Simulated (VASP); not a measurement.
# Hf (P6_3/mmc) in VASP: notebook, part 2 of 2

VASP 6.6.1. Earlier steps stand in the parts before.

## (4) Band structure, PBEsol

File INCAR:

```
  ALGO = Fast
  EDIFF = 1E-7
  ENCUT = 520
  GGA = PS
  ISIF = 2
  ISMEAR = -1
  LASPH = T
  LCHARG = F
  LMAXMIX = 4
  LREAL = F
  LWAVE = F
  NELM = 80
  PREC = Accurate
  SIGMA = 0.05
```

File KPOINTS:

```
k-points
0
Gamma
  10 10 5
```

File POSCAR:

```
Hf
1.0
    3.1967000000      0.0000000000      0.0000000000
   -1.5983500000      2.7684234083      0.0000000000
    0.0000000000      0.0000000000      5.0578000000
Hf
2
Direct
    0.6666666667      0.3333333333      0.7500000000
    0.3333333333      0.6666666667      0.2500000000
```

File KPOINTS_OPT:

```
path GMKGALHA,LM,KH
10
line-mode
reciprocal
 0.0000000000  0.0000000000  0.0000000000  G
 0.5000000000  0.0000000000  0.0000000000  M

 0.5000000000  0.0000000000  0.0000000000  M
 0.3333333333  0.3333333333  0.0000000000  K

 0.3333333333  0.3333333333  0.0000000000  K
 0.0000000000  0.0000000000  0.0000000000  G

 0.0000000000  0.0000000000  0.0000000000  G
 0.0000000000  0.0000000000  0.5000000000  A

 0.0000000000  0.0000000000  0.5000000000  A
 0.5000000000  0.0000000000  0.5000000000  L

 0.5000000000  0.0000000000  0.5000000000  L
 0.3333333333  0.3333333333  0.5000000000  H

 0.3333333333  0.3333333333  0.5000000000  H
 0.0000000000  0.0000000000  0.5000000000  A

 0.5000000000  0.0000000000  0.5000000000  L
 0.5000000000  0.0000000000  0.0000000000  M

 0.3333333333  0.3333333333  0.0000000000  K
 0.3333333333  0.3333333333  0.5000000000  H
```

Potentials or basis: VASP PAW PBE potentials, release 64 (Hf_pv).

On the command line:

```sh
$ cat potpaw_PBE.64/Hf_pv/POTCAR > POTCAR
$ mpirun -np 1 vasp_std > vasp.out
```

OUTCAR:

```text
EDIFF = 1E-7
   ENCUT = 520
   GGA = PS
   ISIF = 2
   ISMEAR = -1
   LASPH = T
   LREAL = F
   NELM = 80
   PREC = Accurate

 ion  position               nearest neighbor table
   1  0.667  0.333  0.750-   2 3.13   2 3.13   2 3.13   2 3.13   2 3.13   2 3.13
   2  0.333  0.667  0.250-   1 3.13   1 3.13   1 3.13   1 3.13   1 3.13   1 3.13

  LATTYP: Found a hexagonal cell.
 ALAT       =     3.1967000000
 C/A-ratio  =     1.5821941377

  Lattice vectors:

 A1 = (   3.1967000000,   0.0000000000,   0.0000000000)
 A2 = (  -1.5983500000,   2.7684234083,   0.0000000000)
 A3 = (   0.0000000000,   0.0000000000,   5.0578000000)

Analysis of symmetry for initial positions (statically):
=====================================================================
 Subroutine PRICEL returns:
 Original cell was already a primitive cell.

 Routine SETGRP: Setting up the symmetry group for a
 hexagonal supercell.

 Subroutine GETGRP returns: Found 24 space group operations
 (whereof 12 operations were pure point group operations)
 out of a pool of 24 trial point group operations.

[... 178 lines left out ...]
      4     -25.4016      2.00000
      5     -25.3951      2.00000
      6     -25.3951      2.00000
      7      -2.6297      2.00000
      8       1.0409      2.00000
      9       5.4250      0.00000
     10       5.9249      0.00000
     11       5.9249      0.00000
     12       6.1999      0.00000
     13       6.7438      0.00000
     14       6.7438      0.00000
[... 377 lines left out ...]
      1     -26.1263      2.00000
      2     -25.9984      2.00000
      3     -25.8144      2.00000
      4     -25.6940      2.00000
      5     -25.5994      2.00000
      6     -25.5270      2.00000
      7       1.2966      2.00000
      8       2.2670      2.00000
      9       3.0915      2.00000
     10       3.6498      2.00000
     11       5.3886      0.00001
     12       5.7521      0.00000
     13       6.3779      0.00000
     14       9.5139      0.00000

 [... further k-points ...]

------------------------ aborting loop because EDIFF is reached ----------------------------------------

  FORCE on cell =-STRESS in cart. coord.  units (eV):
  Direction    XX          YY          ZZ          XY          YZ          ZX
  --------------------------------------------------------------------------------------
  -------------------------------------------------------------------------------------
  Total       -1.1530649     -1.1530649     -1.2975596      0.0000000      0.0000000     -0.0000000
  in kB      -41.2732144    -41.2732144    -46.4453088      0.0000000      0.0000000     -0.0000000
  external PRESSURE =     -42.9972459 kB  Pullay stress =       0.0000000 kB

 VOLUME and BASIS-vectors are now :
 -----------------------------------------------------------------------------
  energy-cutoff  :      520.00
  volume of cell :       44.76
      direct lattice vectors                 reciprocal lattice vectors
     3.196700000  0.000000000  0.000000000     0.312822598  0.180608211  0.000000000
    -1.598350000  2.768423408  0.000000000     0.000000000  0.361216423  0.000000000
     0.000000000  0.000000000  5.057800000     0.000000000  0.000000000  0.197714421

 POSITION                                       TOTAL-FORCE (eV/Angst)
 -----------------------------------------------------------------------------------
      1.59835      0.92281      3.79335         0.000000     -0.000000      0.000000
     -0.00000      1.84562      1.26445        -0.000000      0.000000      0.000000
 -----------------------------------------------------------------------------------
    total drift:                               -0.000000      0.000000     -0.000000

  FREE ENERGIE OF THE ION-ELECTRON SYSTEM (eV)
  ---------------------------------------------------
  free  energy   TOTEN  =       -20.9897273959 eV

  energy  without entropy=      -20.9788188307  energy(sigma->0) =      -20.98427311
```

stdout:

```text
POSCAR found type information on POSCAR Hf
 POSCAR found :  1 types and       2 ions
 scaLAPACK will be used
 -----------------------------------------------------------------------------
|                                                                             |
|                                                                             |
|     You enforced a specific xc type in the INCAR file but a different       |
|     I HOPE YOU KNOW WHAT YOU ARE DOING!                                     |
|                                                                             |
 -----------------------------------------------------------------------------

 LDA part: xc-table for (Slater+PW92), standard interpolation
 POSCAR, INCAR and KPOINTS ok, starting setup
 FFT: planning ... GRIDC
 FFT: planning ... GRID_SOFT
 FFT: planning ... GRID
 WAVECAR not read
 entering main loop
 Start KPOINTS_OPT (optional k-point list driver)
k-point batch [1-42\90]
k-point batch [43-84\90]
k-point batch [85-90\90]
```

It took 1.8 min on 1 thread of AMD EPYC, shared host; peak memory 0.15 GiB.

What came out:

* Free energy: -20.9897 eV
* Pressure: -4.3 GPa
* Band gap along the path: none (metal or under the smearing width)

Stress tensor (GPa, compression positive):
```
-4.13  0.00  0.00
 0.00 -4.13  0.00
 0.00  0.00 -4.64
```

Levels at the corners of the path, in eV from the Fermi level:
```
point  band 6  band 7  band 8  band 9  band 10  band 11  band 12  band 13  band 14
    Γ  -30.14   -7.37   -3.70    0.68     1.18     1.18     1.46     2.00     2.00
    M  -30.23   -3.35   -2.73   -2.21    -0.77     0.79     0.88     1.68     5.90
    M  -30.23   -3.35   -2.73   -2.21    -0.77     0.79     0.88     1.68     5.90
    K  -30.46   -2.12   -1.78   -1.78    -1.41     0.37     0.37     2.05     5.21
    K  -30.46   -2.12   -1.78   -1.78    -1.41     0.37     0.37     2.05     5.21
    Γ  -30.14   -7.37   -3.70    0.68     1.18     1.18     1.46     2.00     2.00
    Γ  -30.14   -7.37   -3.70    0.68     1.18     1.18     1.46     2.00     2.00
    A  -30.20   -5.39   -5.39    0.16     0.16     1.07     1.07     1.07     1.07
    A  -30.20   -5.39   -5.39    0.16     0.16     1.07     1.07     1.07     1.07
    L  -30.34   -3.40   -3.40   -0.97    -0.97     1.20     1.20     2.65     2.65
    L  -30.34   -3.40   -3.40   -0.97    -0.97     1.20     1.20     2.65     2.65
    H  -30.28   -1.77   -1.77   -1.44    -1.44    -0.17    -0.17     2.52     2.52
    H  -30.28   -1.77   -1.77   -1.44    -1.44    -0.17    -0.17     2.52     2.52
    A  -30.20   -5.39   -5.39    0.16     0.16     1.07     1.07     1.07     1.07
    L  -30.34   -3.40   -3.40   -0.97    -0.97     1.20     1.20     2.65     2.65
    M  -30.23   -3.35   -2.73   -2.21    -0.77     0.79     0.88     1.68     5.90
    K  -30.46   -2.12   -1.78   -1.78    -1.41     0.37     0.37     2.05     5.21
    H  -30.28   -1.77   -1.77   -1.44    -1.44    -0.17    -0.17     2.52     2.52
```

Caveat: the PAW data sets were made with another functional, which shifts forces and pressure a little; spin-orbit coupling is left out, which moves the levels of the heavy elements.

## (5) Band structure, RPBE

Edit INCAR of step 4 so:

```diff
@@ -3,3 +3,3 @@
   ENCUT = 520
-  GGA = PS
+  GGA = RP
   ISIF = 2
```

KPOINTS is that of step 4.

POSCAR is that of step 4.

KPOINTS_OPT is that of step 4.

On the command line:

```sh
$ cat potpaw_PBE.64/Hf_pv/POTCAR > POTCAR
$ mpirun -np 1 vasp_std > vasp.out
```

Wall time 1.9 min (1 thread of AMD EPYC, shared host); peak memory 0.15 GiB.

Results (log left out):

| Item | Value |
| --- | --- |
| Free energy | -19.0051 eV |
| Pressure | 3.0 GPa |
| Band gap along the path | none (metal or under the smearing width) |

Stress tensor (GPa, compression positive):
```
3.12 0.00 0.00
0.00 3.12 0.00
0.00 0.00 2.68
```

Levels at the corners of the path, in eV from the Fermi level:
```
point  band 6  band 7  band 8  band 9  band 10  band 11  band 12  band 13  band 14
    Γ  -30.24   -7.38   -3.69    0.60     1.21     1.21     1.49     2.03     2.03
    M  -30.32   -3.34   -2.73   -2.22    -0.82     0.83     0.88     1.70     5.92
    M  -30.32   -3.34   -2.73   -2.22    -0.82     0.83     0.88     1.70     5.92
    K  -30.55   -2.12   -1.80   -1.80    -1.44     0.39     0.39     2.07     5.23
    K  -30.55   -2.12   -1.80   -1.80    -1.44     0.39     0.39     2.07     5.23
    Γ  -30.24   -7.38   -3.69    0.60     1.21     1.21     1.49     2.03     2.03
    Γ  -30.24   -7.38   -3.69    0.60     1.21     1.21     1.49     2.03     2.03
    A  -30.30   -5.40   -5.40    0.16     0.16     1.10     1.10     1.10     1.10
    A  -30.30   -5.40   -5.40    0.16     0.16     1.10     1.10     1.10     1.10
    L  -30.43   -3.39   -3.39   -0.97    -0.97     1.16     1.16     2.68     2.68
    L  -30.43   -3.39   -3.39   -0.97    -0.97     1.16     1.16     2.68     2.68
    H  -30.37   -1.74   -1.74   -1.46    -1.46    -0.21    -0.21     2.55     2.55
    H  -30.37   -1.74   -1.74   -1.46    -1.46    -0.21    -0.21     2.55     2.55
    A  -30.30   -5.40   -5.40    0.16     0.16     1.10     1.10     1.10     1.10
    L  -30.43   -3.39   -3.39   -0.97    -0.97     1.16     1.16     2.68     2.68
    M  -30.32   -3.34   -2.73   -2.22    -0.82     0.83     0.88     1.70     5.93
    K  -30.55   -2.12   -1.80   -1.80    -1.44     0.39     0.39     2.07     5.23
    H  -30.37   -1.74   -1.74   -1.46    -1.46    -0.21    -0.21     2.55     2.55
```

Caveat: the PAW data sets were made with another functional, which shifts forces and pressure a little; spin-orbit coupling is left out, which moves the levels of the heavy elements.

## (6) Band structure, revPBE

Edit INCAR of step 5 so:

```diff
@@ -3,3 +3,3 @@
   ENCUT = 520
-  GGA = RP
+  GGA = RE
   ISIF = 2
```

KPOINTS is that of step 5.

POSCAR is that of step 5.

KPOINTS_OPT is that of step 5.

Potentials or basis: VASP PAW PBE potentials, release 64 (Hf_pv).

On the command line:

```sh
$ cat potpaw_PBE.64/Hf_pv/POTCAR > POTCAR
$ mpirun -np 1 vasp_std > vasp.out
```

OUTCAR:

```text
EDIFF = 1E-7
   ENCUT = 520
   GGA = RE
   ISIF = 2
   ISMEAR = -1
   LASPH = T
   LREAL = F
   NELM = 80
   PREC = Accurate

 ion  position               nearest neighbor table
   1  0.667  0.333  0.750-   2 3.13   2 3.13   2 3.13   2 3.13   2 3.13   2 3.13
   2  0.333  0.667  0.250-   1 3.13   1 3.13   1 3.13   1 3.13   1 3.13   1 3.13

  LATTYP: Found a hexagonal cell.
 ALAT       =     3.1967000000
 C/A-ratio  =     1.5821941377

[... 597 lines left out ...]
     14       9.7722      0.00000

 [... further k-points ...]

------------------------ aborting loop because EDIFF is reached ----------------------------------------

  FORCE on cell =-STRESS in cart. coord.  units (eV):
  Direction    XX          YY          ZZ          XY          YZ          ZX
  --------------------------------------------------------------------------------------
  -------------------------------------------------------------------------------------
  Total        0.6534082      0.6534082      0.5305521     -0.0000000      0.0000000      0.0000000
  in kB       23.3883241     23.3883241     18.9907688     -0.0000000      0.0000000      0.0000000
  external PRESSURE =      21.9224724 kB  Pullay stress =       0.0000000 kB

 VOLUME and BASIS-vectors are now :
 -----------------------------------------------------------------------------
  energy-cutoff  :      520.00
  volume of cell :       44.76
      direct lattice vectors                 reciprocal lattice vectors
     3.196700000  0.000000000  0.000000000     0.312822598  0.180608211  0.000000000
    -1.598350000  2.768423408  0.000000000     0.000000000  0.361216423  0.000000000
     0.000000000  0.000000000  5.057800000     0.000000000  0.000000000  0.197714421

 POSITION                                       TOTAL-FORCE (eV/Angst)
 -----------------------------------------------------------------------------------
      1.59835      0.92281      3.79335         0.000000     -0.000000      0.000000
     -0.00000      1.84562      1.26445        -0.000000      0.000000      0.000000
 -----------------------------------------------------------------------------------
    total drift:                               -0.000000      0.000000     -0.000000

  FREE ENERGIE OF THE ION-ELECTRON SYSTEM (eV)
  ---------------------------------------------------
  free  energy   TOTEN  =       -19.1719930880 eV

  energy  without entropy=      -19.1609111655  energy(sigma->0) =      -19.16645213
```

Wall time 1.9 min (1 thread of AMD EPYC, shared host); peak memory 0.15 GiB.

Results:

- Free energy: -19.1720 eV
- Pressure: 2.2 GPa
- Band gap along the path: none (metal or under the smearing width)

Levels at the corners of the path, in eV from the Fermi level:
| point | band 7 | band 8 | band 9 | band 10 | band 11 | band 12 | band 13 | band 14 |
| --- | --- | --- | --- | --- | --- | --- | --- | --- |
| Γ | -7.37 | -3.69 | 0.62 | 1.21 | 1.21 | 1.48 | 2.03 | 2.03 |
| M | -3.34 | -2.73 | -2.22 | -0.81 | 0.82 | 0.88 | 1.70 | 5.92 |
| M | -3.34 | -2.73 | -2.22 | -0.81 | 0.82 | 0.88 | 1.70 | 5.92 |
| K | -2.12 | -1.79 | -1.79 | -1.44 | 0.38 | 0.38 | 2.07 | 5.22 |
| K | -2.12 | -1.79 | -1.79 | -1.44 | 0.38 | 0.38 | 2.07 | 5.22 |
| Γ | -7.37 | -3.69 | 0.62 | 1.21 | 1.21 | 1.48 | 2.03 | 2.03 |
| Γ | -7.37 | -3.69 | 0.62 | 1.21 | 1.21 | 1.48 | 2.03 | 2.03 |
| A | -5.40 | -5.40 | 0.16 | 0.16 | 1.10 | 1.10 | 1.10 | 1.10 |
| A | -5.40 | -5.40 | 0.16 | 0.16 | 1.10 | 1.10 | 1.10 | 1.10 |
| L | -3.39 | -3.39 | -0.97 | -0.97 | 1.17 | 1.17 | 2.67 | 2.67 |
| L | -3.39 | -3.39 | -0.97 | -0.97 | 1.17 | 1.17 | 2.67 | 2.67 |
| H | -1.75 | -1.75 | -1.46 | -1.46 | -0.20 | -0.20 | 2.55 | 2.55 |
| H | -1.75 | -1.75 | -1.46 | -1.46 | -0.20 | -0.20 | 2.55 | 2.55 |
| A | -5.40 | -5.40 | 0.16 | 0.16 | 1.10 | 1.10 | 1.10 | 1.10 |
| L | -3.39 | -3.39 | -0.97 | -0.97 | 1.17 | 1.17 | 2.67 | 2.67 |
| M | -3.34 | -2.73 | -2.22 | -0.81 | 0.82 | 0.88 | 1.70 | 5.92 |
| K | -2.12 | -1.79 | -1.79 | -1.44 | 0.38 | 0.38 | 2.07 | 5.22 |
| H | -1.75 | -1.75 | -1.46 | -1.46 | -0.20 | -0.20 | 2.55 | 2.55 |

Caveat: the PAW data sets were made with another functional, which shifts forces and pressure a little; spin-orbit coupling is left out, which moves the levels of the heavy elements.

## (7) The reference run

An earlier run on the cell as given: functional PBE; potentials or basis VASP PAW PBE potentials, release 64 (Hf_pv); cutoff 520 eV; k mesh 10 × 10 × 5; occupations fermi-dirac, width 0.05 eV; no spin polarisation.

- Pressure: 0.2 GPa
- Band gap on the k mesh: none (metal or under the smearing width)

## (8) The runs side by side

```tsv
task	level	potentials or basis	pressure (GPa)
band structure	LDA	VASP PAW LDA potentials, release 64 (Hf_pv)	-7.8
band structure	PBE	VASP PAW PBE potentials, release 64 (Hf_pv)	0.2
band structure	PBEsol	VASP PAW PBE potentials, release 64 (Hf_pv)	-4.3
band structure	RPBE	VASP PAW PBE potentials, release 64 (Hf_pv)	3.0
band structure	revPBE	VASP PAW PBE potentials, release 64 (Hf_pv)	2.2
single point	PBE	VASP PAW PBE potentials, release 64 (Hf_pv)	0.2
```

Alike in all rows: no spin polarisation; cell as given; k mesh 10 × 10 × 5; cutoff (eV) 520; smearing fermi-dirac 0.05 eV.

Caveats: spin-orbit coupling is left out, which moves the levels of the heavy elements (some runs); the PAW data sets were made with another functional, which shifts forces and pressure a little (some runs).

Absolute energies hang on the potentials; compare differences alone.
